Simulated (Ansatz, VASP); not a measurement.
**C8F in VASP and in Ansatz**

```
CELL_PARAMETERS angstrom
2.46498 0.00000 0.00000
-1.23249 2.13474 0.00000
0.00000 0.00000 29.10765
ATOMIC_POSITIONS crystal
C 0.00000 0.00000 0.29202
C 0.66667 0.33333 0.29202
C 0.00000 0.00000 0.40777
C 0.33333 0.66667 0.40777
C 0.00000 0.00000 0.52342
C 0.66667 0.33333 0.52345
C 0.00000 0.00000 0.65287
C 0.33333 0.66667 0.64197
F 0.00000 0.00000 0.70368
```

Alike in both runs: functional PBE; dispersion D3(BJ); k mesh 12 × 12 × 1; occupations gaussian, width 0.1 eV; no spin polarisation.

Ansatz relaxed the structure, and its values are those at the end. VASP's run is a single point on that final structure, the one shown.

```csv
,VASP,Ansatz
version,VASP 6.6.1,Ansatz 0.2.0
potentials or method,"VASP PAW PBE potentials, release 64 (C, F)","scalar-relativistic, plane waves, PAW"
plane-wave cutoff (eV),520,420
valence electrons in the cell,39,39
```

|  | VASP | Ansatz | Ansatz less VASP |
| --- | --- | --- | --- |
| gap on the k mesh at the Fermi level (eV) | none | none | - |
| rms of the force components (eV/Å) | 0.061 | 0.003 | -0.0580 |

A gap of «none» marks a metal or a gap that the smearing closes. Ansatz warned: «vacuum_below_fermi».

Caveats: an odd number of electrons without spin polarisation forces a metal; a magnetic or distorted state may lie lower.
